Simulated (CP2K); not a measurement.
The system is As.

```
CELL_PARAMETERS angstrom
2.99871 0.00000 0.00000
-0.15836 2.59337 0.00000
0.58808 0.54155 2.45549
ATOMIC_POSITIONS crystal
As 0.50000 0.50000 0.50000
```

Base run:

```yaml
Program: CP2K 2026.2
Functional: BLYP
Potentials_or_basis: POTENTIAL_UZH As GTH-PBE-q5; TZVP-MOLOPT-PBE-GTH basis
Density_cutoff: 9184 eV
k_mesh: 9 × 10 × 11
Occupations: fermi-dirac, width 0.05 eV
Spin: no spin polarisation
```

Its results: band gap on the k mesh none (metal or under the smearing width); pressure 15.0 GPa.

Question: After a change of settings the same cell gave: band gap on the k mesh none (metal or under the smearing width); pressure 8.3 GPa. Which change was it?
A. functional from BLYP to r2SCAN
B. functional from BLYP to PBEsol
C. functional from BLYP to OLYP
D. functional from BLYP to LDA

Answer: A.

Caveats: the potentials were made for another functional, which shifts forces and pressure; the basis of atomic orbitals isn't converged, which shifts pressures, moduli and gaps.
